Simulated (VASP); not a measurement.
# Cs (I4/mmm) in VASP: further runs

One crystal, Cs, is run at these levels: PBE; tasks: single point.

Everything below comes from runs of VASP 6.6.1. Logs are shortened: lines on timing, memory, paths and dates and some standing lists are left out, and cuts for length are marked.

## 1. The crystal as given

Symmetry: I4/mmm, No. 139, tetragonal system. Conventional cell: a = 5.500 Å, b = 5.500 Å, c = 8.194 Å, α = 90.00°, β = 90.00°, γ = 90.00°.

This isn't the form of Cs at room conditions, which is bcc.

## 2. Single point, PBE

The input, INCAR:

```
PREC = Accurate
ENCUT = 450
EDIFF = 1E-6
ISMEAR = 1
SIGMA = 0.02
LREAL = False
LASPH = True
NELM = 100
ALGO = Normal
ISIF = 2
LWAVE = False
LCHARG = False
GGA = PE
NBANDS = 10
ADDGRID = False
```

The input, KPOINTS:

```
regular mesh
0
Gamma
  5 5 5
```

The input, POSCAR:

```
Cs
1.0
   -2.6528630000      2.7200140000      3.9488130000
    2.8833600000     -2.6988260000      4.0893020000
    2.7318000000      2.7777640000     -3.9345920000
Cs
1
Direct
    0.0073440000      0.0133040000      0.0001460000
```

Potentials or basis: VASP PAW PBE potentials, release 64 (Cs_sv).

The run is started by

```
cat potpaw_PBE.64/Cs_sv/POTCAR > POTCAR
mpirun -np 1 vasp_std > vasp.out
```

OUTCAR:

```text
PREC = Accurate
   ENCUT = 450
   EDIFF = 1E-6
   ISMEAR = 1
   LREAL = False
   LASPH = True
   NELM = 100
   ISIF = 2
   GGA = PE

 Found     63 irreducible k-points:

 Following reciprocal coordinates:
            Coordinates               Weight
  0.000000  0.000000  0.000000      1.000000
  0.200000 -0.000000  0.000000      2.000000
  0.400000 -0.000000  0.000000      2.000000
  0.000000  0.200000  0.000000      2.000000
  0.200000  0.200000  0.000000      2.000000
  0.400000  0.200000  0.000000      2.000000
   k-points           NKPTS =     63   k-points in BZ     NKDIM =     63   number of bands    NBANDS=     10
   number of dos      NEDOS =    301   number of ions     NIONS =      1
   total plane-waves  NPLWV =  64000
   dimension x,y,z NGX =    40 NGY =   40 NGZ =   40
   dimension x,y,z NGXF=    80 NGYF=   80 NGZF=   80
   ions per type =               1
   NGX,Y,Z   is equivalent  to a cutoff of  12.13, 11.70, 12.01 a.u.
   NGXF,Y,Z  is equivalent  to a cutoff of  24.27, 23.39, 24.02 a.u.
 SYSTEM =  unknown system
   PREC   = accura    normal or accurate (medium, high low for compatibility)
   ISTART =      0    job   : 0-new  1-cont  2-samecut
   ICHARG =      2    charge: 1-file 2-atom 10-const
   ISPIN  =      1    spin polarized calculation?
   LNONCOLLINEAR =      F non collinear calculations
   LSORBIT =      F    spin-orbit coupling
   LASPH  =      T    aspherical Exc in radial PAW
   ENCUT  =  450.0 eV  33.07 Ry    5.75 a.u.   9.48  9.83  9.58*2*pi/ulx,y,z
   NELM   =    100;   NELMIN=  2; NELMDL= -5     # of ELM steps
   EDIFF  = 0.1E-05   stopping-criterion for ELM
   LREAL  =      F    real-space projection
   EDIFFG = 0.1E-04   stopping-criterion for IOM
   NSW    =      0    number of steps for IOM
   IBRION =     -1    ionic relax: 0-MD 1-quasi-New 2-CG
   NFREE  =      0    steps in history (QN), initial steepest desc. (CG)
   ISIF   =      2    stress and relaxation
   ISYM   =      2    0-nonsym 1-usesym 2-fastsym
   POTIM  = 0.5000    time-step for ionic-motion
   TEBEG  =    0.0;   TEEND  =   0.0 temperature during run
   PSTRESS=    0.0 pullay stress
   NELECT =       9.0000    total number of electrons
   NUPDOWN=      -1.0000    fix difference up-down
   EMIN   =  10.00;   EMAX   =-10.00  energy-range for DOS
   EFERMI =   0.00;   METHOD = LEGACY
   ISMEAR =     1;   SIGMA  =   0.02  broadening in eV -4-tet -1-fermi 0-gaus
   EFERMI_NEDOS =   21; number of points for ismear=-14 and -15
   IALGO  =     38    algorithm
   IMIX   =      4    mixing-type and parameters
     AMIX     =   0.40;   BMIX     =  1.00
     AMIX_MAG =   1.60;   BMIX_MAG =  1.00
  volume/ion in A,a.u.               =     123.95       836.44
  Fermi-wavevector in a.u.,A,eV,Ry     =   0.682981  1.290648  6.346621  0.466464
  Thomas-Fermi vector in A             =   1.762213
   LORBIT       =      0    0 simple, 1 ext, 2 COOP (PROOUT), +10 PAW based schemes
   GGA     = PE    functional components
   LHFCALC =     F    Hartree Fock is set to
   AEXX    =    0.0000 exact exchange contribution
   IVDW    =     0    specifies the selected vdW correction
   LEPSILON=     F    determine dielectric tensor
   LRPA    =     F    only Hartree local field effects (RPA)
 non-spin polarized calculation
 Methfessel and Paxton  Order N= 1 SIGMA  =   0.02
  energy-cutoff  :      450.00
  volume of cell :      123.95
 maximum number of plane-waves:      2710
 NGX is ok and might be reduce to    40

 number of electron       9.0000000 magnetization

 Free energy of the ion-electron system (eV)
  ---------------------------------------------------
  ext. energy  EPLUGINS =         0.00000000
  ---------------------------------------------------
  free energy    TOTEN  =        -0.86907849 eV

  energy without entropy =       -0.86904605  energy(sigma->0) =       -0.86906768

 E-fermi :   0.2918     XC(G=0):  -5.2227

 val. band max:        0.2865184806   @ k =   0.0000   0.0000   0.4000
 cond. band min:       0.3556515108   @ k =  -0.4000   0.4000  -0.0000
 fundamental gap:      0.0691330302
 Fermi energy:         0.2917973350

 k-point     1 :       0.0000    0.0000    0.0000
  band No.  band energies     occupation
      1     -23.6299      2.00000
      2     -10.3873      2.00000
      3     -10.3827      2.00000
      4     -10.3816      2.00000
      5      -1.3296      2.00000
      6       2.4849      0.00000
      7       2.7443      0.00000
      8       2.7978      0.00000
      9       3.6039      0.00000
     10       3.7892      0.00000

 k-point     2 :       0.2000   -0.0000    0.0000
  band No.  band energies     occupation
      1     -23.6283      2.00000
      2     -10.4213      2.00000
      3     -10.3902      2.00000
      4     -10.3890      2.00000
      5      -0.9489      2.00000
      6       2.1093      0.00000
      7       2.6661      0.00000
      8       2.8777      0.00000
      9       3.4946      0.00000
     10       3.5462      0.00000

 k-point     3 :       0.4000   -0.0000    0.0000
  band No.  band energies     occupation
      1     -23.6258      2.00000
      2     -10.4826      2.00000
      3     -10.4014      2.00000
      4     -10.3938      2.00000
      5      -0.0290      2.00000
      6       1.2608      0.00000
      7       2.5082      0.00000
      8       2.6608      0.00000
      9       3.9891      0.00000
     10       4.2694      0.00000

 k-point     4 :       0.0000    0.2000    0.0000
  band No.  band energies     occupation
      1     -23.6288      2.00000
      2     -10.4191      2.00000
      3     -10.3873      2.00000
      4     -10.3846      2.00000
      5      -0.9802      2.00000
      6       1.9698      0.00000
      7       2.7879      0.00000
      8       2.8446      0.00000
      9       3.5859      0.00000
     10       3.6702      0.00000

 k-point     5 :       0.2000    0.2000    0.0000
  band No.  band energies     occupation
      1     -23.6270      2.00000
      2     -10.4380      2.00000
      3     -10.4141      2.00000
      4     -10.3938      2.00000
      5      -0.4356      2.00000
      6       1.7762      0.00000
      7       2.1495      0.00000
      8       3.0380      0.00000
      9       3.2759      0.00000
     10       4.1955      0.00000

 k-point     6 :       0.4000    0.2000    0.0000
  band No.  band energies     occupation
      1     -23.6249      2.00000
      2     -10.4791      2.00000
      3     -10.4186      2.00000
      4     -10.4070      2.00000
      5       0.5084     -0.00000
      6       1.1014      0.00000
      7       1.9576      0.00000
      8       2.8754      0.00000
      9       3.6680      0.00000
     10       4.1914      0.00000

 [... further k-points ...]

------------------------ aborting loop because EDIFF is reached ----------------------------------------

  FORCE on cell =-STRESS in cart. coord.  units (eV):
  Direction    XX          YY          ZZ          XY          YZ          ZX
  --------------------------------------------------------------------------------------
  -------------------------------------------------------------------------------------
  Total       -0.1408131     -0.0685436     -0.0781443      0.0115275     -0.0045526     -0.0874015
  in kB       -1.8201748     -0.8860061     -1.0101073      0.1490069     -0.0588481     -1.1297666
  external PRESSURE =      -1.2387628 kB  Pullay stress =       0.0000000 kB

 VOLUME and BASIS-vectors are now :
 -----------------------------------------------------------------------------
  energy-cutoff  :      450.00
  volume of cell :      123.95
      direct lattice vectors                 reciprocal lattice vectors
    -2.652863000  2.720014000  3.948813000    -0.005972949  0.181656419  0.124099719
     2.883360000 -2.698826000  4.089302000     0.174839185 -0.002819191  0.119401107
     2.731800000  2.777764000 -3.934592000     0.175719406  0.179382947 -0.005511685

 POSITION                                       TOTAL-FORCE (eV/Angst)
 -----------------------------------------------------------------------------------
      0.01928     -0.01552      0.08283         0.000000     -0.000000      0.000000
 -----------------------------------------------------------------------------------
    total drift:                               -0.000001      0.000003     -0.000002

  FREE ENERGIE OF THE ION-ELECTRON SYSTEM (eV)
  ---------------------------------------------------
  free  energy   TOTEN  =        -0.8690784905 eV

  energy  without entropy=       -0.8690460527  energy(sigma->0) =       -0.86906768
```

Run time: 27 s. Hardware: 1 thread of Intel Xeon Platinum 8488C (Sapphire Rapids), shared host; peak memory 0.25 GiB.

These settings aren't checked as converged: the numbers below hold their error.

What came out:

* Free energy: -0.8691 eV
* Pressure: -0.1 GPa
* Band gap on the k mesh: none (metal or under the smearing width)

## 3. Single point, PBE

This run uses another cell than the first one, of the same volume but with other edges.

INCAR: that of step 2 with these lines changed.

```diff
@@ -1,2 +1,2 @@
-PREC = Accurate
+PREC = Low
 ENCUT = 450
@@ -4,3 +4,3 @@
 ISMEAR = 1
-SIGMA = 0.02
+SIGMA = 0.15
 LREAL = False
```

KPOINTS is that of step 2.

The input, POSCAR:

```
Cs
1.0
   -2.7500754600      2.7500754600      4.0972389800
    2.7500754600     -2.7500754600      4.0972389800
    2.7500754600      2.7500754600     -4.0972389800
Cs
1
Direct
    0.0000000000      0.0000000000      0.0000000000
```

Potentials or basis: VASP PAW PBE potentials, release 64 (Cs_sv).

The run is started by

```
cat potpaw_PBE.64/Cs_sv/POTCAR > POTCAR
mpirun -np 1 vasp_std > vasp.out
```

OUTCAR:

```text
PREC = Low
   ENCUT = 450
   EDIFF = 1E-6
   ISMEAR = 1
   LREAL = False
   LASPH = True
   NELM = 100
   ISIF = 2
   GGA = PE

 Found     18 irreducible k-points:

 Following reciprocal coordinates:
            Coordinates               Weight
  0.000000  0.000000  0.000000      1.000000
  0.200000  0.000000  0.000000      8.000000
  0.400000  0.000000  0.000000      8.000000
  0.200000  0.200000  0.000000      8.000000
  0.400000  0.200000  0.000000     16.000000
 -0.400000  0.200000  0.000000     16.000000
   k-points           NKPTS =     18   k-points in BZ     NKDIM =     18   number of bands    NBANDS=     10
   number of dos      NEDOS =    301   number of ions     NIONS =      1
   total plane-waves  NPLWV =  27000
   dimension x,y,z NGX =    30 NGY =   30 NGZ =   30
   dimension x,y,z NGXF=    30 NGYF=   30 NGZF=   30
   ions per type =               1
   NGX,Y,Z   is equivalent  to a cutoff of   8.83,  8.83,  8.83 a.u.
   NGXF,Y,Z  is equivalent  to a cutoff of   8.83,  8.83,  8.83 a.u.
 SYSTEM =  unknown system
   PREC   = low       normal or accurate (medium, high low for compatibility)
   ISTART =      0    job   : 0-new  1-cont  2-samecut
   ICHARG =      2    charge: 1-file 2-atom 10-const
   ISPIN  =      1    spin polarized calculation?
   LNONCOLLINEAR =      F non collinear calculations
   LSORBIT =      F    spin-orbit coupling
   LASPH  =      T    aspherical Exc in radial PAW
   ENCUT  =  450.0 eV  33.07 Ry    5.75 a.u.   9.77  9.77  9.77*2*pi/ulx,y,z
   NELM   =    100;   NELMIN=  2; NELMDL= -5     # of ELM steps
   EDIFF  = 0.1E-05   stopping-criterion for ELM
   LREAL  =      F    real-space projection
   EDIFFG = 0.1E-04   stopping-criterion for IOM
   NSW    =      0    number of steps for IOM
   IBRION =     -1    ionic relax: 0-MD 1-quasi-New 2-CG
   NFREE  =      0    steps in history (QN), initial steepest desc. (CG)
   ISIF   =      2    stress and relaxation
   ISYM   =      2    0-nonsym 1-usesym 2-fastsym
   POTIM  = 0.5000    time-step for ionic-motion
   TEBEG  =    0.0;   TEEND  =   0.0 temperature during run
   PSTRESS=    0.0 pullay stress
   NELECT =       9.0000    total number of electrons
   NUPDOWN=      -1.0000    fix difference up-down
   EMIN   =  10.00;   EMAX   =-10.00  energy-range for DOS
   EFERMI =   0.00;   METHOD = LEGACY
   ISMEAR =     1;   SIGMA  =   0.15  broadening in eV -4-tet -1-fermi 0-gaus
   EFERMI_NEDOS =   21; number of points for ismear=-14 and -15
   IALGO  =     38    algorithm
   IMIX   =      4    mixing-type and parameters
     AMIX     =   0.40;   BMIX     =  1.00
     AMIX_MAG =   1.60;   BMIX_MAG =  1.00
  volume/ion in A,a.u.               =     123.95       836.44
  Fermi-wavevector in a.u.,A,eV,Ry     =   0.682981  1.290648  6.346621  0.466463
  Thomas-Fermi vector in A             =   1.762213
   LORBIT       =      0    0 simple, 1 ext, 2 COOP (PROOUT), +10 PAW based schemes
   GGA     = PE    functional components
   LHFCALC =     F    Hartree Fock is set to
   AEXX    =    0.0000 exact exchange contribution
   IVDW    =     0    specifies the selected vdW correction
   LEPSILON=     F    determine dielectric tensor
   LRPA    =     F    only Hartree local field effects (RPA)
 non-spin polarized calculation
 Methfessel and Paxton  Order N= 1 SIGMA  =   0.15
  energy-cutoff  :      450.00
  volume of cell :      123.95
 maximum number of plane-waves:      2719
   NGX = 19   NGY = 19   NGZ = 19

 number of electron       8.9999892 magnetization

 Free energy of the ion-electron system (eV)
  ---------------------------------------------------
  ext. energy  EPLUGINS =         0.00000000
  ---------------------------------------------------
  free energy    TOTEN  =        -0.87163938 eV

  energy without entropy =       -0.87472144  energy(sigma->0) =       -0.87266674

 E-fermi :   0.3584     XC(G=0):  -5.2232

 val. band max:        0.3421634290   @ k =  -0.4000   0.4000   0.0000
 cond. band min:       0.5487049877   @ k =   0.4000   0.2000   0.0000
 fundamental gap:      0.2065415587
 Fermi energy:         0.3583922856

 k-point     1 :       0.0000    0.0000    0.0000
  band No.  band energies     occupation
      1     -23.6299      2.00000
      2     -10.3856      2.00000
      3     -10.3834      2.00000
      4     -10.3834      2.00000
      5      -1.3297      2.00000
      6       2.5765     -0.00000
      7       2.7386     -0.00000
      8       2.7386     -0.00000
      9       3.5162      0.00000
     10       3.8377      0.00000

 k-point     2 :       0.2000    0.0000    0.0000
  band No.  band energies     occupation
      1     -23.6284      2.00000
      2     -10.4208      2.00000
      3     -10.3913      2.00000
      4     -10.3870      2.00000
      5      -0.9535      2.00000
      6       2.0957     -0.00000
      7       2.6960     -0.00000
      8       2.8641     -0.00000
      9       3.4425      0.00000
     10       3.6194      0.00000

 k-point     3 :       0.4000    0.0000    0.0000
  band No.  band energies     occupation
      1     -23.6261      2.00000
      2     -10.4789      2.00000
      3     -10.4015      2.00000
      4     -10.3929      2.00000
      5      -0.0419      2.00106
      6       1.2419     -0.00000
      7       2.4795     -0.00000
      8       2.7030     -0.00000
      9       4.1374      0.00000
     10       4.1589      0.00000

 k-point     4 :       0.2000    0.2000    0.0000
  band No.  band energies     occupation
      1     -23.6267      2.00000
      2     -10.4447      2.00000
      3     -10.4137      2.00000
      4     -10.3952      2.00000
      5      -0.3934      2.00000
      6       1.7985     -0.00000
      7       2.1861     -0.00000
      8       2.9510     -0.00000
      9       3.1967     -0.00000
     10       4.2343      0.00000

 k-point     5 :       0.4000    0.2000    0.0000
  band No.  band energies     occupation
      1     -23.6251      2.00000
      2     -10.4747      2.00000
      3     -10.4234      2.00000
      4     -10.4064      2.00000
      5       0.5487     -0.07035
      6       1.0636     -0.00000
      7       2.0011     -0.00000
      8       2.7695     -0.00000
      9       3.8039      0.00000
     10       4.0829      0.00000

 k-point     6 :      -0.4000    0.2000    0.0000
  band No.  band energies     occupation
      1     -23.6257      2.00000
      2     -10.4634      2.00000
      3     -10.4104      2.00000
      4     -10.4086      2.00000
      5      -0.0518      2.00076
      6       1.4948     -0.00000
      7       2.1517     -0.00000
      8       2.8851     -0.00000
      9       3.5017      0.00000
     10       4.3027      0.00000

 [... further k-points ...]

------------------------ aborting loop because EDIFF is reached ----------------------------------------

  FORCE on cell =-STRESS in cart. coord.  units (eV):
  Direction    XX          YY          ZZ          XY          YZ          ZX
  --------------------------------------------------------------------------------------
  -------------------------------------------------------------------------------------
  Total       -0.1001589     -0.1001589     -0.1385286      0.0000000      0.0000000      0.0000000
  in kB       -1.2946715     -1.2946715     -1.7906450      0.0000000      0.0000000      0.0000000
  external PRESSURE =      -1.4599960 kB  Pullay stress =       0.0000000 kB

 VOLUME and BASIS-vectors are now :
 -----------------------------------------------------------------------------
  energy-cutoff  :      450.00
  volume of cell :      123.95
      direct lattice vectors                 reciprocal lattice vectors
    -2.750075460  2.750075460  4.097238980     0.000000000  0.181813193  0.122033399
     2.750075460 -2.750075460  4.097238980     0.181813193  0.000000000  0.122033399
     2.750075460  2.750075460 -4.097238980     0.181813193  0.181813193  0.000000000

 POSITION                                       TOTAL-FORCE (eV/Angst)
 -----------------------------------------------------------------------------------
      0.00000      0.00000      0.00000        -0.000000      0.000000      0.000000
 -----------------------------------------------------------------------------------
    total drift:                                0.000000     -0.000000      0.000000

  FREE ENERGIE OF THE ION-ELECTRON SYSTEM (eV)
  ---------------------------------------------------
  free  energy   TOTEN  =        -0.8716393822 eV

  energy  without entropy=       -0.8747214426  energy(sigma->0) =       -0.87266674
```

stdout:

```text
POSCAR found type information on POSCAR Cs
 POSCAR found :  1 types and       1 ions
 scaLAPACK will be used
 LDA part: xc-table for (Slater+PW92), standard interpolation
 POSCAR, INCAR and KPOINTS ok, starting setup
 FFT: planning ... GRIDC
 FFT: planning ... GRID_SOFT
 FFT: planning ... GRID
 WAVECAR not read
 entering main loop
```

It took 5 s on 1 thread of Intel Xeon Platinum 8488C (Sapphire Rapids), shared host; peak memory 0.12 GiB.

The run converged, but some of its settings lie outside the range that counts as converged, so its numbers aren't taken as properties of the crystal.

What came out:

* Free energy: -0.8716 eV
* Pressure: -0.1 GPa
* Band gap on the k mesh: none (metal or under the smearing width)

## 4. Single point, PBE

INCAR is that of step 3.

KPOINTS is that of step 3.

The input, POSCAR:

```
Cs
1.0
   -2.6528630000      2.7200140000      3.9488130000
    2.8833600000     -2.6988260000      4.0893020000
    2.7318000000      2.7777640000     -3.9345920000
Cs
1
Direct
    0.0073440000      0.0133040000      0.0001460000
```

The run is started by

```
cat potpaw_PBE.64/Cs_sv/POTCAR > POTCAR
mpirun -np 1 vasp_std > vasp.out
```

It took 13 s on 1 thread of Intel Xeon Platinum 8488C (Sapphire Rapids), shared host; peak memory 0.15 GiB.

The run converged, but some of its settings lie outside the range that counts as converged, so its numbers aren't taken as properties of the crystal.

Results:

- Free energy: -0.8698 eV
- Pressure: -0.1 GPa
- Band gap on the k mesh: none (metal or under the smearing width)

## 5. Single point, PBE

This run uses another cell than the first one, of the same volume but with other edges.

INCAR: that of step 4 with these lines changed.

```diff
@@ -1,2 +1,2 @@
-PREC = Low
+PREC = Normal
 ENCUT = 450
```

KPOINTS is that of step 4.

The input, POSCAR:

```
Cs
1.0
   -2.7500754600      2.7500754600      4.0972389800
    2.7500754600     -2.7500754600      4.0972389800
    2.7500754600      2.7500754600     -4.0972389800
Cs
1
Direct
    0.0000000000      0.0000000000      0.0000000000
```

The run is started by

```
cat potpaw_PBE.64/Cs_sv/POTCAR > POTCAR
mpirun -np 1 vasp_std > vasp.out
```

Wall time 5.6 s (1 thread of Intel Xeon Platinum 8488C (Sapphire Rapids), shared host); peak memory 0.16 GiB.

These settings aren't checked as converged: the numbers below hold their error.

Results:

| Quantity | Value |
| --- | --- |
| Free energy | -0.8716 eV |
| Pressure | -0.1 GPa |
| Band gap on the k mesh | none (metal or under the smearing width) |

## 6. The reference run

An earlier run on the cell as given: functional PBE; potentials or basis VASP PAW PBE potentials, release 64 (Cs_sv); cutoff 520 eV; k mesh 7 × 7 × 7; occupations fermi-dirac, width 0.05 eV; no spin polarisation.

* Pressure: -0.1 GPa
* Band gap on the k mesh: none (metal or under the smearing width)
